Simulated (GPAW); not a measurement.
# Ce (Im-3m) in GPAW: a series of runs

One crystal, Ce, is run at these levels: C09-vdW, LDA, mBEEF; tasks: band structure, equation of state.

Program: GPAW 26.7.0. These are calculated values, not measurements. Logs are shortened: lines on timing, memory, paths and dates and some standing lists are left out, and cuts for length are marked. The log counts tension as positive stress, the text compression.

### 1 The crystal as given

It takes space group Im-3m (No. 229, cubic). Conventional cell: a = 3.887 Å, b = 3.887 Å, c = 3.887 Å, α = 90.00°, β = 90.00°, γ = 90.00°. Ce (site symmetry m-3m) is surrounded by 8 Ce at 3.37 Å.

This isn't the form of Ce at room conditions, which is fcc.

### 2 Band structure, C09-vdW, collinear spin, ferromagnetic start, spin-orbit coupling

The input, run.py:

```python
import numpy as np
from ase.dft.bandgap import bandgap
from ase.io import write
from ase.spacegroup import crystal
from gpaw import GPAW, PW
from gpaw.spinorbit import soc_eigenstates

# Ce 2a
atoms = crystal(['Ce'],
                basis=[[0.0, 0.0, 0.0]],
                spacegroup=229, setting=1,  # Im-3m
                cellpar=[3.8865971, 3.8865971, 3.8865971, 90.0, 90.0, 90.0],
                primitive_cell=True)
atoms.set_initial_magnetic_moments([1.0])

calc = GPAW(mode=PW(800),
            xc={'name': 'C09-vdW', 'backend': 'libvdwxc'},
            kpts={'size': (8, 8, 8), 'gamma': True},
            occupations={'name': 'fermi-dirac', 'width': 0.05},
            nbands=17,
            convergence={'density': 1e-05, 'energy': 1e-05},
            maxiter=150,
            txt='gpaw.txt')
atoms.calc = calc
energy = atoms.get_potential_energy()
forces = atoms.get_forces()
calc.write('gs.gpw')
write('result.traj', atoms)
print(f'Energy: {energy:.6f} eV')
print('Forces (eV/A):')
print(forces.round(4))
print('Moments:', calc.get_magnetic_moments().round(3))
print('Fermi level:', round(calc.get_fermi_level(), 4), 'eV')
print(f'Gap: {bandgap(calc)[0]:.4f} eV, direct: {bandgap(calc, direct=True)[0]:.4f} eV')

path = atoms.cell.bandpath('GHNGPH,PN', npoints=60, eps=1e-4)
bs_calc = calc.fixed_density(kpts=path, symmetry='off', nbands=26,
                             convergence={'bands': 'CBM+6.0', 'eigenstates': 1e-6}, txt='bands.txt')
bs = bs_calc.band_structure()
bs.write('bs.json')
print(f'Gap on the path: {bandgap(bs_calc)[0]:.4f} eV')

soc = soc_eigenstates(bs_calc, theta=90, phi=0)
np.savetxt('soc_bands.dat', soc.eigenvalues(), fmt='%.4f')
mesh = soc_eigenstates('gs.gpw', theta=90, phi=0)
np.savetxt('soc_mesh.dat', mesh.eigenvalues(), fmt='%.4f')
print('Fermi level with spin-orbit coupling:', round(mesh.fermi_level, 4), 'eV')
```

Potentials or basis: GPAW PAW data sets (gpaw-data 1.2.1), pw.

Run with:

```
$ OMP_NUM_THREADS=1 python run.py
```

gpaw.txt:

```text
__  _  _
 | _ |_)|_||  |
 |__||  | ||/\| - 26.7.0

Input parameters:
  mode=PW(ecut=800.0),
  convergence={'density': 1e-05, 'energy': 1e-05},
  kpts=MonkhorstPack(size=(8, 8, 8), gamma=True),
  maxiter=150,
  nbands=17,
  occupations=Occupations(name='fermi-dirac', width=0.05),
  xc=XC(name='C09-vdW', backend='libvdwxc')

Diagonalizing LCAO Hamiltonian
Converting LCAO to pw mode

       Ce

Atoms  # Å, Bohr magnetons
|   | symbol |        x |        y |        z |    initial magnetic moments |
|---|--------|----------|----------|----------|-----------------------------|
| 0 |     Ce | 0.000000 | 0.000000 | 0.000000 | ( 0.0000,  0.0000,  1.0000) |

Unit cell  # Å
| periodic |         x |         y |         z |  lengths |     angles |
|----------|-----------|-----------|-----------|----------|------------|
|      yes | -1.943299 |  1.943299 |  1.943299 | 3.365892 | 109.471221 |
|      yes |  1.943299 | -1.943299 |  1.943299 | 3.365892 | 109.471221 |
|      yes |  1.943299 |  1.943299 | -1.943299 | 3.365892 | 109.471221 |

Number of symmetries: 48
Symmetry operations  # r_c * U_cc + t_c -> r_c
|    | kind |            matrix            |
|----|------|------------------------------|
|  0 |  σ   |  1, 1, 1,  0, 0,-1,  0,-1, 0 |
|  1 |  C4  |  1, 1, 1,  0, 0,-1, -1, 0, 0 |
|  2 |  C2  |  1, 1, 1,  0,-1, 0,  0, 0,-1 |
|  3 |  S6  |  1, 1, 1,  0,-1, 0, -1, 0, 0 |
|  4 |  S6  |  1, 1, 1, -1, 0, 0,  0, 0,-1 |
|  5 |  C4  |  1, 1, 1, -1, 0, 0,  0,-1, 0 |
|  6 |  E   |  1, 0, 0,  0, 1, 0,  0, 0, 1 |
|  7 |  σ   |  1, 0, 0,  0, 1, 0, -1,-1,-1 |
|  8 |  σ   |  1, 0, 0,  0, 0, 1,  0, 1, 0 |
|  9 |  C3  |  1, 0, 0,  0, 0, 1, -1,-1,-1 |
| 10 |  C3  |  1, 0, 0, -1,-1,-1,  0, 1, 0 |
| 11 |  σ   |  1, 0, 0, -1,-1,-1,  0, 0, 1 |
| 12 |  σ   |  0, 1, 0,  1, 0, 0,  0, 0, 1 |
| 13 |  C2  |  0, 1, 0,  1, 0, 0, -1,-1,-1 |
| 14 |  C3  |  0, 1, 0,  0, 0, 1,  1, 0, 0 |
| 15 |  S4  |  0, 1, 0,  0, 0, 1, -1,-1,-1 |
| 16 |  S4  |  0, 1, 0, -1,-1,-1,  1, 0, 0 |
| 17 |  C3  |  0, 1, 0, -1,-1,-1,  0, 0, 1 |
| 18 |  C3  |  0, 0, 1,  1, 0, 0,  0, 1, 0 |
| 19 |  S4  |  0, 0, 1,  1, 0, 0, -1,-1,-1 |
| 20 |  σ   |  0, 0, 1,  0, 1, 0,  1, 0, 0 |
| 21 |  C3  |  0, 0, 1,  0, 1, 0, -1,-1,-1 |
| 22 |  C2  |  0, 0, 1, -1,-1,-1,  1, 0, 0 |
| 23 |  S4  |  0, 0, 1, -1,-1,-1,  0, 1, 0 |
| 24 |  C4  |  0, 0,-1,  1, 1, 1,  0,-1, 0 |
| 25 |  σ   |  0, 0,-1,  1, 1, 1, -1, 0, 0 |
| 26 |  S6  |  0, 0,-1,  0,-1, 0,  1, 1, 1 |
| 27 |  C2  |  0, 0,-1,  0,-1, 0, -1, 0, 0 |
| 28 |  C4  |  0, 0,-1, -1, 0, 0,  1, 1, 1 |
| 29 |  S6  |  0, 0,-1, -1, 0, 0,  0,-1, 0 |
| 30 |  S6  |  0,-1, 0,  1, 1, 1,  0, 0,-1 |
| 31 |  C4  |  0,-1, 0,  1, 1, 1, -1, 0, 0 |
| 32 |  C4  |  0,-1, 0,  0, 0,-1,  1, 1, 1 |
| 33 |  S6  |  0,-1, 0,  0, 0,-1, -1, 0, 0 |
| 34 |  σ   |  0,-1, 0, -1, 0, 0,  1, 1, 1 |
[... 81 lines left out ...]
    |   5d |  1.000 |      -3.058 |    1.164 |
    |   4f |  1.000 |      -5.376 |    1.164 |
    |    d |        |      24.153 |    1.164 |
    |    f |        |      21.835 |    1.164 |

    Using partial waves for Ce as LCAO basis

Reference energy: -241104.322665  # eV

eigensolver:
  PPCG
  Converge bands: occupied
  niter=2

density mixing:
  MSR1-Mixer
  Pratt-step length: 0.05
  Maximum mixing coefficient: 0.75
  Old densities: 10
  SVD Regularization: 0.005
  Good broyden scale: 1.0
  Trust region scale: 1.0
  Backstep threshold: 4.0
  History deletion threshold: 6.0
  Fourier metric: weight=20.0, sigma=0.015

occupation numbers:
  Fermi-Dirac:
    width: 0.0500  # eV

poisson solver:
  ecut: 6400.0  # eV

xc functional:
  name: vdW-C09 with libvdwxc
  Mode: serial
  Semilocal: GGA_X_C09X+LDA_C_PW with 2 nearest neighbor stencil
  Corresponding non-local functional: vdW-DF
  Local blocksize: 48 x 48 x 48
  PAW datasets: PBE

convergence criteria:
- Maximum integral of absolute [dens]ity change: 1e-05 electrons / valence electron
- Maximum [total energy] change in last 3 cyles: 1e-05 eV / valence electron
- Maximum integral of absolute [eigenst]ate change: 4e-08 eV^2 / valence electron
maximum number of iterations: 150

SCF iterations
|iter     | |      energy | eigst |  dens |  magmom |
|---------|-|-------------|-------|-------|---------|
|iter:   1| |   60.123762 | -0.69 |       |  +0.9992|
|iter:   2| |   63.540679 | -0.95 | -0.20 |  +1.1374|
|iter:   3| |   64.159181 | -1.31 | -0.62 |  +1.2065|
|iter:   4| |   64.156505 | -3.22 | -1.42 |  +1.1877|
|iter:   5| |   64.146050 | -3.12 | -1.47 |  +1.0974|
|iter:   6| |   64.140451 | -3.54 | -1.81 |  +1.0274|
|iter:   7| |   64.139519 | -4.66 | -2.03 |  +0.9957|
|iter:   8| |   64.138416 | -4.61 | -2.04 |  +0.9027|
|iter:   9| |   64.136970 | -4.41 | -2.31 |  +0.8023|
|iter:  10| |   64.135036 | -4.18 | -2.17 |  +0.7013|
|iter:  11| |   64.134910 | -3.46 | -2.24 |  +0.5855|
|iter:  12| |   64.134289 | -4.46 | -2.03 |  +0.5243|
|iter:  13| |   64.133480 | -4.82 | -2.57 |  +0.4535|
|iter:  14| |   64.133368 | -5.69 | -2.96 |  +0.4586|
|iter:  15| |   64.133434c| -6.63 | -3.25 |  +0.4757|
|iter:  16| |   64.133536 | -6.78 | -3.46 |  +0.4926|
|iter:  17| |   64.133578 | -7.61c| -3.89 |  +0.4993|
|iter:  18| |   64.133558c| -7.39 | -4.25 |  +0.4957|
|iter:  19| |   64.133552c| -8.00c| -4.62 |  +0.4953|
|iter:  20| |   64.133553c| -8.43c| -5.28c|  +0.4955|

Converged in 20 steps
Energy contributions relative to reference atoms: (reference = -241104.322665)

Energy contributions:
  Kinetic:          -8.932446
  Coulomb:          10.605032
  Zero:              0.151521
  External:          0.000000
  Xc:               62.332989
  Entropy:          -0.047086
  Spinorbit:         0.000000
  ----------------------------
  Free energy:      64.110010
  Extrapolated:     64.133553

dipole moment: (-12.450155, -12.450155, -12.450155)  # |e|*Ang

Total magnetic moment: (0.000000, 0.000000, 0.495520)

Local magnetic moments
|        x |        y |        z |
|----------|----------|----------|
| 0.000000 | 0.000000 | 0.367694 |  # Ce   0

Fermi level: 11.879
Eigenvalues  # (at kpt = [0.000, 0.000, 0.000])
| band index |      eig [eV] | occ [0-1] |      eig [eV] | occ [0-1] |
|------------|---------------|-----------|---------------|-----------|
|          0 |       -22.703 |     1.000 |       -22.506 |     1.000 |
|          1 |        -4.286 |     1.000 |        -4.112 |     1.000 |
|          2 |        -4.286 |     1.000 |        -4.112 |     1.000 |
|          3 |        -4.286 |     1.000 |        -4.112 |     1.000 |
|          4 |         8.805 |     1.000 |         8.951 |     1.000 |
|          5 |        11.921 |     0.303 |        12.158 |     0.004 |
|          6 |        11.921 |     0.303 |        12.158 |     0.004 |
|          7 |        11.921 |     0.303 |        12.158 |     0.004 |
|          8 |        12.575 |     0.000 |        12.807 |     0.000 |
|          9 |        12.575 |     0.000 |        12.807 |     0.000 |
|         10 |        12.575 |     0.000 |        12.807 |     0.000 |
|         11 |        12.738 |     0.000 |        13.011 |     0.000 |
|         12 |        13.629 |     0.000 |        13.790 |     0.000 |
|        ... |               |           |               |           |
|         16 |        16.388 |     0.000 |        16.496 |     0.000 |

No gap
No difference between direct/indirect transitions

Forces  # eV/Ang
|       x |        y |       z |
|---------|----------|---------|
| 0.00000 | -0.00000 | 0.00000 |  # Ce   0

# Writing to gs.gpw (mode='')
```

Run time: 78 s. Hardware: 1 thread of AMD EPYC 9R14 (Zen 4), shared host; peak memory 0.41 GiB.

What came out:

```yaml
Free_energy: 64.1100 eV
Band_gap_along_the_path: none (metal or under the smearing width)
Net_moment: 0.50 μB per cell
Site_moments: Ce +0.37 μB
```

Levels at the corners of the path, in eV from the Fermi level:
| point | band 9 | band 10 | band 11 | band 12 | band 13 | band 14 | band 15 | band 16 |
| --- | --- | --- | --- | --- | --- | --- | --- | --- |
| Γ | -3.05 | -2.91 | 0.01 | 0.03 | 0.05 | 0.25 | 0.25 | 0.27 |
| H | -2.39 | -2.39 | -2.27 | -2.27 | 0.06 | 0.28 | 0.31 | 0.33 |
| N | -2.06 | -1.92 | -0.32 | -0.16 | 0.06 | 0.20 | 0.27 | 0.29 |
| Γ | -3.05 | -2.91 | 0.01 | 0.03 | 0.05 | 0.25 | 0.25 | 0.27 |
| P | 0.27 | 0.30 | 0.33 | 0.34 | 0.45 | 0.47 | 0.48 | 0.53 |
| H | -2.39 | -2.39 | -2.27 | -2.27 | 0.06 | 0.28 | 0.31 | 0.33 |
| P | 0.27 | 0.30 | 0.33 | 0.34 | 0.45 | 0.47 | 0.48 | 0.53 |
| N | -2.06 | -1.92 | -0.32 | -0.16 | 0.06 | 0.20 | 0.27 | 0.29 |

Caveat: one-centre terms of the f shell are cut off; the magnetic or orbital state may not be the lowest; spin-orbit coupling was added after a scalar SCF, so levels and gaps hold it while energy, forces, pressure and moments don't; this program's spin-orbit splittings come out too wide for heavy elements; the PAW data sets were made with another functional, which shifts forces and pressure a little. The state reached can hang on the start; a lower one may exist.

(Part 1 of 2 ends here.)
